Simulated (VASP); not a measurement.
The system is CaO.

```
CELL_PARAMETERS angstrom
0.00000 2.45350 2.45350
2.45350 0.00000 2.45350
2.45350 2.45350 0.00000
ATOMIC_POSITIONS crystal
Ca 0.00000 0.00000 0.00000
O 0.50000 0.50000 0.50000
```

| Item | Value |
| --- | --- |
| Program | VASP 6.6.1 |
| Task | relaxation of cell and atoms |
| Functional | PBEsol |
| Potentials or basis | VASP PAW PBE potentials, release 64 (Ca_sv, O) |
| Cutoff | 600 eV |
| k mesh | 4 × 4 × 4 |
| Occupations | gaussian, width 0.02 eV |
| Spin | no spin polarisation |

At the start: pressure -7.9 GPa; volume 14.77 Å³/atom.

Task: How do energy, volume and symmetry change on relaxing?

Result: Over 3 steps the energy falls by 30.7 meV/atom and the volume is 13.61 Å³/atom (-7.9 %); space group Fm-3m (No. 225, to 0.05 Å).

Step by step:
```csv
step,energy change (eV),largest force (eV/Å),pressure (GPa),volume (Å³)
1,0.0000,0.0000,-7.87,29.54
2,-0.0550,0.0000,3.08,26.54
3,-0.0614,0.0000,0.01,27.22
```

Final structure:
```xyz
2
Lattice="0.0000 2.3875 2.3875 2.3875 0.0000 2.3875 2.3875 2.3875 0.0000" Properties=species:S:1:pos:R:3 pbc="T T T"
Ca    0.0000    0.0000    0.0000
O     2.3875    2.3875    2.3875
```

Caveat: the k mesh is coarse (spacing up to 0.55 Å⁻¹), so the values aren't converged; the PAW data sets were made with another functional, which shifts forces and pressure a little.
